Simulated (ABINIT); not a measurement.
TiTe2:

```xyz
3
Lattice="3.7770 0.0000 0.0000 -1.8885 3.2710 0.0000 0.0000 0.0000 6.4980" Properties=species:S:1:pos:R:3 pbc="T T T"
Te    0.0000    2.1807    4.7903
Te    1.8885    1.0903    1.7077
Ti    0.0000    0.0000    0.0000
```

Base run:

* Program: ABINIT 10.8.3 (patched build)
* Functional: RPBE
* Potentials or basis: JTH PAW PBE v2.0
* Cutoff: 408 eV
* k mesh: 8 × 8 × 4
* Occupations: fermi-dirac, width 0.05 eV
* Spin: no spin polarisation

Its results: band gap on the k mesh none (metal or under the smearing width); pressure 3.0 GPa; largest force 0.107 eV/Å.

The run is repeated on the same cell with these changes: functional from RPBE to AM05. What comes out?

Band gap on the k mesh none (metal or under the smearing width); pressure -1.9 GPa; largest force 0.155 eV/Å.

AM05 binds more tightly than RPBE, so the same cell stands under less pressure.

Caveats: the PAW data sets were made with another functional, which shifts forces and pressure a little; spin-orbit coupling is left out, which moves the levels of the heavy elements; this functional lacks dispersion, which binds the layers, so the pressure and a relaxed spacing across them are unreliable.
